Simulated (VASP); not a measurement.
# BaTiO3 (P4mm) in VASP: notebook, part 2 of 3

VASP 6.6.1. The steps go on from the part before.

### Step 3. Relaxation of shape and atoms at fixed volume, r2SCAN (a relaxed cell with its volume scaled by 0.94)

INCAR

```
PREC = Accurate ; ENCUT = 600
EDIFF = 1E-7 ; ISMEAR = 0
SIGMA = 0.03 ; LREAL = F
LASPH = T ; NELM = 80
ALGO = Normal ; ISIF = 4
LWAVE = F ; LCHARG = F
METAGGA = R2SCAN ; LMIXTAU = T
IBRION = 2 ; NSW = 40
EDIFFG = -0.01 ; KPAR = 2
```

KPOINTS

```
Automatic mesh
0
Gamma
  8 8 8
```

POSCAR

```
BaTiO3                                  
1.0
    3.9058697538      0.0000000000      0.0000000000
    0.0000000000      3.9058697538      0.0000000000
    0.0000000000      0.0000000000      4.0309681808
  Ba              Ti              O             
     1     1     3
Direct
     0.0000000000000000    0.0000000000000000    0.9971689026408086
     0.5000000000000000    0.5000000000000000    0.4792036959588444
     0.5000000000000000    0.5000000000000000    0.0331038404906181
     0.5000000000000000    0.0000000000000000    0.5167617804548641
     0.0000000000000000    0.5000000000000000    0.5167617804548641
```

Potentials or basis: VASP PAW PBE potentials, release 64 (Ba_sv, Ti_sv, O).

On the command line:

```console
cat potpaw_PBE.64/Ba_sv/POTCAR potpaw_PBE.64/Ti_sv/POTCAR potpaw_PBE.64/O/POTCAR > POTCAR
mpirun -np 2 vasp_std > vasp.out
```

OUTCAR:

```text
PREC = Accurate
   ENCUT = 600
   EDIFF = 1E-7
   ISMEAR = 0
   LREAL = F
   LASPH = T
   NELM = 80
   ISIF = 4
   METAGGA = R2SCAN
   IBRION = 2
   NSW = 40
   EDIFFG = -0.01

 ion  position               nearest neighbor table
   1  0.000  0.000  0.997-   4 2.75   5 2.75   5 2.75   4 2.75   3 2.77   3 2.77   3 2.77   3 2.77
                             4 2.86   5 2.86   5 2.86   4 2.86   2 3.38   2 3.38   2 3.38   2 3.38
   2  0.500  0.500  0.479-   3 1.80   4 1.96   5 1.96   4 1.96   5 1.96   3 2.23   1 3.38   1 3.38
                             1 3.38   1 3.38   1 3.46   1 3.46   1 3.46   1 3.46
   3  0.500  0.500  0.033-   2 1.80   2 2.23   1 2.77   1 2.77   1 2.77   1 2.77
   4  0.500  0.000  0.517-   2 1.96   2 1.96   1 2.75   1 2.75   1 2.86   1 2.86
   5  0.000  0.500  0.517-   2 1.96   2 1.96   1 2.75   1 2.75   1 2.86   1 2.86

  LATTYP: Found a simple tetragonal cell.
 ALAT       =     3.9058697538
 C/A-ratio  =     1.0320283150

  Lattice vectors:

 A1 = (   3.9058697538,   0.0000000000,   0.0000000000)
 A2 = (   0.0000000000,   3.9058697538,   0.0000000000)
 A3 = (   0.0000000000,   0.0000000000,   4.0309681808)

Analysis of symmetry for initial positions (statically):
=====================================================================
 Subroutine PRICEL returns:
 Original cell was already a primitive cell.

 Routine SETGRP: Setting up the symmetry group for a
 simple tetragonal supercell.

 Subroutine GETGRP returns: Found  8 space group operations
 (whereof  8 operations were pure point group operations)
 out of a pool of 16 trial point group operations.

The static configuration has the point symmetry C_4v.

Analysis of symmetry for dynamics (positions and initial velocities):
=====================================================================
 Subroutine PRICEL returns:
 Original cell was already a primitive cell.

 Routine SETGRP: Setting up the symmetry group for a
 simple tetragonal supercell.

 Subroutine GETGRP returns: Found  8 space group operations
 (whereof  8 operations were pure point group operations)
 out of a pool of 16 trial point group operations.

The dynamic configuration has the point symmetry C_4v.

 Subroutine INISYM returns: Found  8 space group operations
 (whereof  8 operations are pure point group operations),
 and found     1 'primitive' translations

----------------------------------------------------------------------------------------

                                     Primitive cell

  volume of cell :      61.4957

  direct lattice vectors                    reciprocal lattice vectors
     3.905869754  0.000000000  0.000000000     0.256024922  0.000000000  0.000000000
     0.000000000  3.905869754  0.000000000     0.000000000  0.256024922  0.000000000
     0.000000000  0.000000000  4.030968181     0.000000000  0.000000000  0.248079358

  length of vectors
     3.905869754  3.905869754  4.030968181     0.256024922  0.256024922  0.248079358

  position of ions in fractional coordinates (direct lattice)
[... 71 lines left out ...]
   dimension x,y,z NGXF=    64 NGYF=   64 NGZF=   64
   ions per type =               1   1   3
   NGX,Y,Z   is equivalent  to a cutoff of  13.62, 13.62, 13.20 a.u.
   NGXF,Y,Z  is equivalent  to a cutoff of  27.24, 27.24, 26.39 a.u.
 SYSTEM =  unknown system
   PREC   = accura    normal or accurate (medium, high low for compatibility)
   ISTART =      0    job   : 0-new  1-cont  2-samecut
   ICHARG =      2    charge: 1-file 2-atom 10-const
   ISPIN  =      1    spin polarized calculation?
   LNONCOLLINEAR =      F non collinear calculations
   LSORBIT =      F    spin-orbit coupling
   LASPH  =      T    aspherical Exc in radial PAW
   ENCUT  =  600.0 eV  44.10 Ry    6.64 a.u.   7.80  7.80  8.05*2*pi/ulx,y,z
   NELM   =     80;   NELMIN=  2; NELMDL= -5     # of ELM steps
   EDIFF  = 0.1E-06   stopping-criterion for ELM
   LREAL  =      F    real-space projection
   EDIFFG = -.1E-01   stopping-criterion for IOM
   NSW    =     40    number of steps for IOM
   IBRION =      2    ionic relax: 0-MD 1-quasi-New 2-CG
   NFREE  =      1    steps in history (QN), initial steepest desc. (CG)
   ISIF   =      4    stress and relaxation
   ISYM   =      2    0-nonsym 1-usesym 2-fastsym
   POTIM  = 0.5000    time-step for ionic-motion
   TEBEG  =    0.0;   TEEND  =   0.0 temperature during run
   PSTRESS=    0.0 pullay stress
   NELECT =      40.0000    total number of electrons
   NUPDOWN=      -1.0000    fix difference up-down
   EMIN   =  10.00;   EMAX   =-10.00  energy-range for DOS
   EFERMI =   0.00;   METHOD = LEGACY
   ISMEAR =     0;   SIGMA  =   0.03  broadening in eV -4-tet -1-fermi 0-gaus
   EFERMI_NEDOS =   21; number of points for ismear=-14 and -15
   IALGO  =     38    algorithm
   IMIX   =      4    mixing-type and parameters
     AMIX     =   0.40;   BMIX     =  1.00
     AMIX_MAG =   1.60;   BMIX_MAG =  1.00
  volume/ion in A,a.u.               =      12.30        83.00
  Fermi-wavevector in a.u.,A,eV,Ry     =   1.418447  2.680477 27.374823  2.011993
  Thomas-Fermi vector in A             =   2.539572
   LORBIT       =      0    0 simple, 1 ext, 2 COOP (PROOUT), +10 PAW based schemes
   METAGGA = R2SCAN    functional components
   LHFCALC =     F    Hartree Fock is set to
   AEXX    =    0.0000 exact exchange contribution
   IVDW    =     0    specifies the selected vdW correction
   LEPSILON=     F    determine dielectric tensor
   LRPA    =     F    only Hartree local field effects (RPA)
 conjugate gradient relaxation of ions
 non-spin polarized calculation
 Gauss-broadening in eV      SIGMA  =   0.03
  energy-cutoff  :      600.00
  volume of cell :       61.50
 maximum number of plane-waves:      2080
 NGX is ok and might be reduce to    32
   NGX = 15   NGY = 15   NGZ = 17

--------------------------------------- Ionic step        1  -------------------------------------------

 number of electron      39.9999993 magnetization

 Free energy of the ion-electron system (eV)
  ---------------------------------------------------
  ext. energy  EPLUGINS =         0.00000000
  ---------------------------------------------------
  free energy    TOTEN  =       -74.12149483 eV

  energy without entropy =      -74.12149483  energy(sigma->0) =      -74.12149483

------------------------ aborting loop because EDIFF is reached ----------------------------------------

  FORCE on cell =-STRESS in cart. coord.  units (eV):
  Direction    XX          YY          ZZ          XY          YZ          ZX
  --------------------------------------------------------------------------------------
  -------------------------------------------------------------------------------------
  Total        4.7697375      4.7697375      4.6842024      0.0000000      0.0000000      0.0000000
  in kB      124.2682473    124.2682473    122.0397608      0.0000000      0.0000000      0.0000000
  external PRESSURE =     123.5254185 kB  Pullay stress =       0.0000000 kB
[... 98 lines left out ...]
  FREE ENERGIE OF THE ION-ELECTRON SYSTEM (eV)
  ---------------------------------------------------
  free  energy   TOTEN  =       -74.1424794009 eV

  energy  without entropy=      -74.1424794009  energy(sigma->0) =      -74.14247940

[... ionic steps 4 to 9 ...]

--------------------------------------- Ionic step       10  -------------------------------------------

 number of electron      39.9999979 magnetization

------------------------ aborting loop because EDIFF is reached ----------------------------------------
[... 73 lines left out ...]
--------------------------------------- Ionic step       12  -------------------------------------------

 number of electron      39.9999979 magnetization

 Free energy of the ion-electron system (eV)
  ---------------------------------------------------
  ext. energy  EPLUGINS =         0.00000000
  ---------------------------------------------------
  free energy    TOTEN  =       -74.16018922 eV

  energy without entropy =      -74.16018922  energy(sigma->0) =      -74.16018922

 E-fermi :   4.0893     XC(G=0): -12.1563

 val. band max:        3.8782996464   @ k =   0.5000   0.5000   0.5000
 cond. band min:       6.1248866574   @ k =   0.0000   0.0000   0.0000
 fundamental gap:      2.2465870110
 Fermi energy:         4.0893034879

 k-point     1 :       0.0000    0.0000    0.0000
  band No.  band energies     occupation
      1     -54.7872      2.00000
      2     -29.9857      2.00000
      3     -29.9729      2.00000
      4     -29.9729      2.00000
      5     -21.5273      2.00000
      6     -14.0891      2.00000
[... 637 lines left out ...]
     23       8.0223      0.00000
     24       9.0999      0.00000

 [... further k-points ...]
[... 5 lines left out ...]
  --------------------------------------------------------------------------------------
  -------------------------------------------------------------------------------------
  Total        3.6339250      3.6339250      3.6080076      0.0000000      0.0000000      0.0000000
  in kB       94.6763841     94.6763841     94.0011442      0.0000000      0.0000000      0.0000000
  external PRESSURE =      94.4513042 kB  Pullay stress =       0.0000000 kB
[... 20 lines left out ...]
  FREE ENERGIE OF THE ION-ELECTRON SYSTEM (eV)
  ---------------------------------------------------
  free  energy   TOTEN  =       -74.1601892231 eV

  energy  without entropy=      -74.1601892231  energy(sigma->0) =      -74.16018922

 reached required accuracy - stopping structural energy minimisation
```

Wall time 17 min (2 MPI ranks of Intel Xeon Platinum 8259CL at 2.50GHz (Skylake/Cascade Lake), shared host); peak memory 0.29 GiB.

What came out:

```yaml
Free_energy: -74.1602 eV
Energy_gained_by_relaxing: 7.7 meV/atom
Ionic_steps: 12
Pressure_after_relaxing: 9.4 GPa
Largest_force_after_relaxing: 0.010 eV/Å
Band_gap_on_the_k_mesh: 2.25 eV, indirect (least direct gap 2.43 eV)
```

Forces in eV/Å, atoms in the order of the input:
```
Ba   0.000  0.000  0.003
Ti   0.000  0.000  0.010
O    0.000  0.000  0.000
O    0.000  0.000 -0.006
O    0.000  0.000 -0.006
```

The path:
```tsv
step	energy change (eV)	largest force (eV/Å)	pressure (GPa)
1	0.0000	0.7574	12.35
2	-0.0210	0.1439	10.71
3	-0.0210	0.1468	10.66
4	-0.0328	0.1169	10.15
5	-0.0352	0.1186	9.86
6	-0.0352	0.1144	9.88
7	-0.0374	0.0699	9.73
8	-0.0384	0.0611	9.55
9	-0.0384	0.0579	9.56
10	-0.0386	0.0097	9.47
11	-0.0386	0.0111	9.47
12	-0.0387	0.0098	9.45
```

Final structure:
```
CELL_PARAMETERS angstrom
3.94205 0.00000 0.00000
0.00000 3.94205 0.00000
0.00000 0.00000 3.95731
ATOMIC_POSITIONS crystal
Ba 0.00000 0.00000 0.00540
Ti 0.50000 0.50000 0.49733
O 0.50000 0.50000 0.01586
O 0.50000 0.00000 0.51220
O 0.00000 0.50000 0.51220
```

Levels at points of the mesh, in eV from the valence-band top:
| k point | band 18 | band 19 | band 20 | band 21 | band 22 | band 23 |
| --- | --- | --- | --- | --- | --- | --- |
| (0.00, 0.00, 0.00) | -0.19 | -0.18 | -0.18 | 2.25 | 2.32 | 2.32 |
| (0.50, 0.00, 0.00) | -1.82 | -0.84 | -0.81 | 2.49 | 4.09 | 4.11 |
| (0.50, 0.50, 0.00) | -0.90 | -0.90 | -0.09 | 4.12 | 4.12 | 4.57 |
| (0.00, 0.00, 0.50) | -1.91 | -0.75 | -0.75 | 2.42 | 4.09 | 4.09 |
| (0.50, 0.00, 0.50) | -0.88 | -0.88 | -0.14 | 4.11 | 4.11 | 4.55 |
| (0.50, 0.50, 0.50) | -0.04 | -0.04 | 0.00 | 4.83 | 4.83 | 4.84 |

Caveat: the PAW data sets were made with another functional, which shifts forces and pressure a little; spin-orbit coupling is left out, which moves the levels of the heavy elements.

(Continued in part 3 of 3.)
